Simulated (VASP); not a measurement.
# Al (a cell with a defect) in VASP: further runs

Aim: see how the results for Al (a cell with a defect) move with the level of theory and the settings. Levels: PBE, PBEsol, LDA. Tasks: relaxation of the atoms.

All numbers are computed with VASP 6.6.1; they aren't measurements. Logs are shortened: lines on timing, memory, paths and dates and some standing lists are left out, and cuts for length are marked.

## 1. The crystal as given

The cell holds a defect, 31 atoms: a = 8.080 Å, b = 8.080 Å, c = 8.080 Å, α = 90.00°, β = 90.00°, γ = 90.00°.

The cell was built by a generator and needn't be a form met in nature.

## 2. Relaxation of the atoms, PBE

Contents of INCAR:

```
  PREC = Accurate
  ENCUT = 400
  EDIFF = 1E-6
  ISMEAR = -1
  SIGMA = 0.05
  LREAL = F
  LASPH = T
  NELM = 100
  ALGO = Normal
  ISIF = 2
  LWAVE = F
  LCHARG = F
  GGA = PE
  IBRION = 2
  NSW = 40
  EDIFFG = -0.005
```

Contents of KPOINTS:

```
regular mesh
0
Gamma
  6 6 6
```

Contents of POSCAR:

```
Al
1.0
    8.0800000000      0.0000000000      0.0000000000
    0.0000000000      8.0800000000      0.0000000000
    0.0000000000      0.0000000000      8.0800000000
Al
31
Direct
    0.0000000000      0.0000000000      0.5000000000
    0.0000000000      0.5000000000      0.0000000000
    0.0000000000      0.5000000000      0.5000000000
    0.5000000000      0.0000000000      0.0000000000
    0.5000000000      0.0000000000      0.5000000000
    0.5000000000      0.5000000000      0.0000000000
    0.5000000000      0.5000000000      0.5000000000
    0.0000000000      0.2500000000      0.2500000000
    0.0000000000      0.2500000000      0.7500000000
    0.0000000000      0.7500000000      0.2500000000
    0.0000000000      0.7500000000      0.7500000000
    0.5000000000      0.2500000000      0.2500000000
    0.5000000000      0.2500000000      0.7500000000
    0.5000000000      0.7500000000      0.2500000000
    0.5000000000      0.7500000000      0.7500000000
    0.2500000000      0.0000000000      0.2500000000
    0.2500000000      0.0000000000      0.7500000000
    0.2500000000      0.5000000000      0.2500000000
    0.2500000000      0.5000000000      0.7500000000
    0.7500000000      0.0000000000      0.2500000000
    0.7500000000      0.0000000000      0.7500000000
    0.7500000000      0.5000000000      0.2500000000
    0.7500000000      0.5000000000      0.7500000000
    0.2500000000      0.2500000000      0.0000000000
    0.2500000000      0.2500000000      0.5000000000
    0.2500000000      0.7500000000      0.0000000000
    0.2500000000      0.7500000000      0.5000000000
    0.7500000000      0.2500000000      0.0000000000
    0.7500000000      0.2500000000      0.5000000000
    0.7500000000      0.7500000000      0.0000000000
    0.7500000000      0.7500000000      0.5000000000
```

Potentials or basis: VASP PAW PBE potentials, release 64 (Al).

Command:

```
cat potpaw_PBE.64/Al/POTCAR > POTCAR
mpirun -np 1 vasp_std > vasp.out
```

OUTCAR:

```text
PREC = Accurate
   ENCUT = 400
   EDIFF = 1E-6
   ISMEAR = -1
   LREAL = F
   LASPH = T
   NELM = 100
   ISIF = 2
   GGA = PE
   IBRION = 2
   NSW = 40
   EDIFFG = -0.005

 ion  position               nearest neighbor table
   1  0.000  0.000  0.500-   8 2.86   9 2.86  10 2.86  11 2.86  16 2.86  17 2.86  20 2.86  21 2.86
                            25 2.86  27 2.86  29 2.86  31 2.86
   2  0.000  0.500  0.000-   8 2.86   9 2.86  10 2.86  11 2.86  18 2.86  19 2.86  22 2.86  23 2.86
                            24 2.86  26 2.86  28 2.86  30 2.86
   3  0.000  0.500  0.500-   8 2.86   9 2.86  10 2.86  11 2.86  18 2.86  19 2.86  22 2.86  23 2.86
                            25 2.86  27 2.86  29 2.86  31 2.86
   4  0.500  0.000  0.000-  12 2.86  13 2.86  14 2.86  15 2.86  16 2.86  17 2.86  20 2.86  21 2.86
                            24 2.86  26 2.86  28 2.86  30 2.86
   5  0.500  0.000  0.500-  12 2.86  13 2.86  14 2.86  15 2.86  16 2.86  17 2.86  20 2.86  21 2.86
                            25 2.86  27 2.86  29 2.86  31 2.86
   6  0.500  0.500  0.000-  12 2.86  13 2.86  14 2.86  15 2.86  18 2.86  19 2.86  22 2.86  23 2.86
                            24 2.86  26 2.86  28 2.86  30 2.86
   7  0.500  0.500  0.500-  12 2.86  13 2.86  14 2.86  15 2.86  18 2.86  19 2.86  22 2.86  23 2.86
                            25 2.86  27 2.86  29 2.86  31 2.86
   8  0.000  0.250  0.250-   1 2.86   2 2.86   3 2.86  16 2.86  18 2.86  20 2.86  22 2.86  24 2.86
                            25 2.86  28 2.86  29 2.86
   9  0.000  0.250  0.750-   1 2.86   2 2.86   3 2.86  17 2.86  19 2.86  21 2.86  23 2.86  24 2.86
[... 31 lines left out ...]
  25  0.250  0.250  0.500-   1 2.86   3 2.86   5 2.86   7 2.86   8 2.86   9 2.86  12 2.86  13 2.86
                            16 2.86  17 2.86  18 2.86  19 2.86
  26  0.250  0.750  0.000-   2 2.86   4 2.86   6 2.86  10 2.86  11 2.86  14 2.86  15 2.86  16 2.86
                            17 2.86  18 2.86  19 2.86
  27  0.250  0.750  0.500-   1 2.86   3 2.86   5 2.86   7 2.86  10 2.86  11 2.86  14 2.86  15 2.86
                            16 2.86  17 2.86  18 2.86  19 2.86
  28  0.750  0.250  0.000-   2 2.86   4 2.86   6 2.86   8 2.86   9 2.86  12 2.86  13 2.86  20 2.86
                            21 2.86  22 2.86  23 2.86
  29  0.750  0.250  0.500-   1 2.86   3 2.86   5 2.86   7 2.86   8 2.86   9 2.86  12 2.86  13 2.86
                            20 2.86  21 2.86  22 2.86  23 2.86
  30  0.750  0.750  0.000-   2 2.86   4 2.86   6 2.86  10 2.86  11 2.86  14 2.86  15 2.86  20 2.86
                            21 2.86  22 2.86  23 2.86
  31  0.750  0.750  0.500-   1 2.86   3 2.86   5 2.86   7 2.86  10 2.86  11 2.86  14 2.86  15 2.86
                            20 2.86  21 2.86  22 2.86  23 2.86

  LATTYP: Found a simple cubic cell.
 ALAT       =     8.0800000000

  Lattice vectors:

 A1 = (   8.0800000000,   0.0000000000,   0.0000000000)
 A2 = (   0.0000000000,   8.0800000000,   0.0000000000)
 A3 = (   0.0000000000,   0.0000000000,   8.0800000000)

Analysis of symmetry for initial positions (statically):
=====================================================================
 Subroutine PRICEL returns:
 Original cell was already a primitive cell.

 Routine SETGRP: Setting up the symmetry group for a
 simple cubic supercell.

 Subroutine GETGRP returns: Found 48 space group operations
 (whereof 48 operations were pure point group operations)
 out of a pool of 48 trial point group operations.

The static configuration has the point symmetry O_h .

Analysis of symmetry for dynamics (positions and initial velocities):
=====================================================================
 Subroutine PRICEL returns:
 Original cell was already a primitive cell.

 Routine SETGRP: Setting up the symmetry group for a
 simple cubic supercell.

 Subroutine GETGRP returns: Found 48 space group operations
 (whereof 48 operations were pure point group operations)
 out of a pool of 48 trial point group operations.

The dynamic configuration has the point symmetry O_h .

[... 43 lines left out ...]
   TEBEG  =    0.0;   TEEND  =   0.0 temperature during run
   PSTRESS=    0.0 pullay stress
   NELECT =      93.0000    total number of electrons
   NUPDOWN=      -1.0000    fix difference up-down
   EMIN   =  10.00;   EMAX   =-10.00  energy-range for DOS
   EFERMI =   0.00;   METHOD = LEGACY
   ISMEAR =    -1;   SIGMA  =   0.05  broadening in eV -4-tet -1-fermi 0-gaus
   EFERMI_NEDOS =   21; number of points for ismear=-14 and -15
   IALGO  =     38    algorithm
   IMIX   =      4    mixing-type and parameters
     AMIX     =   0.40;   BMIX     =  1.00
     AMIX_MAG =   1.60;   BMIX_MAG =  1.00
  volume/ion in A,a.u.               =      17.02       114.83
  Fermi-wavevector in a.u.,A,eV,Ry     =   0.917961  1.734696 11.464994  0.842653
  Thomas-Fermi vector in A             =   2.042989
   LORBIT       =      0    0 simple, 1 ext, 2 COOP (PROOUT), +10 PAW based schemes
   GGA     = PE    functional components
   LHFCALC =     F    Hartree Fock is set to
   AEXX    =    0.0000 exact exchange contribution
   IVDW    =     0    specifies the selected vdW correction
   LEPSILON=     F    determine dielectric tensor
   LRPA    =     F    only Hartree local field effects (RPA)
 conjugate gradient relaxation of ions
 non-spin polarized calculation
  energy-cutoff  :      400.00
  volume of cell :      527.51
 maximum number of plane-waves:      9632
 NGX is ok and might be reduce to    54
   NGX = 27   NGY = 27   NGZ = 27

--------------------------------------- Ionic step        1  -------------------------------------------

 number of electron      93.0000004 magnetization

 Free energy of the ion-electron system (eV)
  ---------------------------------------------------
  ext. energy  EPLUGINS =         0.00000000
  ---------------------------------------------------
  free energy    TOTEN  =      -115.39021472 eV

  energy without entropy =     -115.28000713  energy(sigma->0) =     -115.33511093

------------------------ aborting loop because EDIFF is reached ----------------------------------------

  FORCE on cell =-STRESS in cart. coord.  units (eV):
  Direction    XX          YY          ZZ          XY          YZ          ZX
  --------------------------------------------------------------------------------------
  -------------------------------------------------------------------------------------
  Total       -1.7092907     -1.7092907     -1.7092907      0.0000000      0.0000000     -0.0000000
  in kB       -5.1914949     -5.1914949     -5.1914949      0.0000000      0.0000000     -0.0000000
  external PRESSURE =      -5.1914949 kB  Pullay stress =       0.0000000 kB
[... 247 lines left out ...]
--------------------------------------- Ionic step        5  -------------------------------------------

 number of electron      93.0000002 magnetization

 Free energy of the ion-electron system (eV)
  ---------------------------------------------------
  ext. energy  EPLUGINS =         0.00000000
  ---------------------------------------------------
  free energy    TOTEN  =      -115.45144734 eV

  energy without entropy =     -115.33770977  energy(sigma->0) =     -115.39457856

 E-fermi :   7.6490     XC(G=0): -10.0587

 val. band max:        7.6485792951   @ k =   0.5000   0.1667   0.0000
 cond. band min:       7.6511231857   @ k =   0.5000   0.3333   0.0000
 fundamental gap:      0.0025438905
 Fermi energy:         7.6490331431

 k-point     1 :       0.0000    0.0000    0.0000
  band No.  band energies     occupation
      1      -3.3375      2.00000
      2      -1.1763      2.00000
      3      -1.1763      2.00000
      4      -1.1285      2.00000
      5      -1.1285      2.00000
      6      -1.1285      2.00000
[... 1209 lines left out ...]
     57      11.1042      0.00000
     58      11.1142      0.00000
 [bands above 58 left out]

------------------------ aborting loop because EDIFF is reached ----------------------------------------

  FORCE on cell =-STRESS in cart. coord.  units (eV):
  Direction    XX          YY          ZZ          XY          YZ          ZX
  --------------------------------------------------------------------------------------
  -------------------------------------------------------------------------------------
  Total       -2.1668172     -2.1668172     -2.1668172      0.0000000      0.0000000      0.0000000
  in kB       -6.5811044     -6.5811044     -6.5811044      0.0000000      0.0000000      0.0000000
  external PRESSURE =      -6.5811044 kB  Pullay stress =       0.0000000 kB
[... 46 lines left out ...]
  FREE ENERGIE OF THE ION-ELECTRON SYSTEM (eV)
  ---------------------------------------------------
  free  energy   TOTEN  =      -115.4514473424 eV

  energy  without entropy=     -115.3377097700  energy(sigma->0) =     -115.39457856

 reached required accuracy - stopping structural energy minimisation
```

Wall time 17 min (1 thread of Intel Xeon Platinum 8375C at 2.90GHz (Ice Lake), shared host); peak memory 0.58 GiB.

Results:

```
Free energy                  : -115.4514 eV
Energy gained by relaxing    : 2.0 meV/atom
Ionic steps                  : 5
Pressure after relaxing      : -0.7 GPa
Largest force after relaxing : 0.004 eV/Å
Band gap on the k mesh       : none (metal or under the smearing width)
```

Forces in eV/Å, atoms in the order of the input:
```
Al   0.000  0.000  0.000
Al   0.000  0.000  0.000
Al   0.000  0.000  0.000
Al   0.000  0.000  0.000
Al   0.000  0.000  0.000
Al   0.000  0.000  0.000
Al   0.000  0.000  0.000
Al   0.000  0.002  0.002
Al   0.000  0.002 -0.002
Al   0.000 -0.002  0.002
Al   0.000 -0.002 -0.002
Al   0.000  0.003  0.003
Al   0.000  0.003 -0.003
Al   0.000 -0.003  0.003
Al   0.000 -0.003 -0.003
Al   0.002  0.000  0.002
Al   0.002  0.000 -0.002
Al   0.003  0.000  0.003
Al   0.003  0.000 -0.003
Al  -0.002  0.000  0.002
Al  -0.002  0.000 -0.002
Al  -0.003  0.000  0.003
Al  -0.003  0.000 -0.003
Al   0.002  0.002  0.000
Al   0.003  0.003  0.000
Al   0.002 -0.002  0.000
Al   0.003 -0.003  0.000
Al  -0.002  0.002  0.000
Al  -0.003  0.003  0.000
Al  -0.002 -0.002  0.000
Al  -0.003 -0.003  0.000
```

The path:
| step | energy change (eV) | largest force (eV/Å) | pressure (GPa) |
| --- | --- | --- | --- |
| 1 | 0.0000 | 0.2271 | -0.52 |
| 2 | -0.0266 | 0.1696 | -0.56 |
| 3 | -0.0578 | 0.0567 | -0.64 |
| 4 | -0.0601 | 0.0335 | -0.65 |
| 5 | -0.0612 | 0.0036 | -0.66 |

Final structure:
```
Al
1.0
     8.08000    0.00000    0.00000
     0.00000    8.08000    0.00000
     0.00000    0.00000    8.08000
Al
31
Cartesian
  0.0000 0.0000 4.0400
  0.0000 4.0400 0.0000
  0.0000 4.0400 4.0400
  4.0400 0.0000 0.0000
  4.0400 0.0000 4.0400
  4.0400 4.0400 0.0000
  4.0400 4.0400 4.0400
  0.0000 1.9875 1.9875
  0.0000 1.9875 6.0925
  0.0000 6.0925 1.9875
  0.0000 6.0925 6.0925
  4.0400 2.0172 2.0172
  4.0400 2.0172 6.0628
  4.0400 6.0628 2.0172
  4.0400 6.0628 6.0628
  1.9875 0.0000 1.9875
  1.9875 0.0000 6.0925
  2.0172 4.0400 2.0172
  2.0172 4.0400 6.0628
  6.0925 0.0000 1.9875
  6.0925 0.0000 6.0925
  6.0628 4.0400 2.0172
  6.0628 4.0400 6.0628
  1.9875 1.9875 0.0000
  2.0172 2.0172 4.0400
  1.9875 6.0925 0.0000
  2.0172 6.0628 4.0400
  6.0925 1.9875 0.0000
  6.0628 2.0172 4.0400
  6.0925 6.0925 0.0000
  6.0628 6.0628 4.0400
```

Levels at points of the mesh, in eV from the Fermi level:
```tsv
k point	band 45	band 46	band 47	band 48	band 49	band 50
(0.00, 0.00, 0.00)	-0.41	0.30	0.39	0.39	0.39	0.40
(0.50, 0.00, 0.00)	-0.30	-0.29	-0.24	-0.24	-0.24	-0.01
(0.50, 0.50, 0.00)	-0.34	-0.34	-0.31	0.33	0.85	0.97
(0.50, 0.50, 0.50)	-0.67	-0.67	-0.67	-0.65	-0.65	-0.42
```

(Continued in part 2 of 2.)
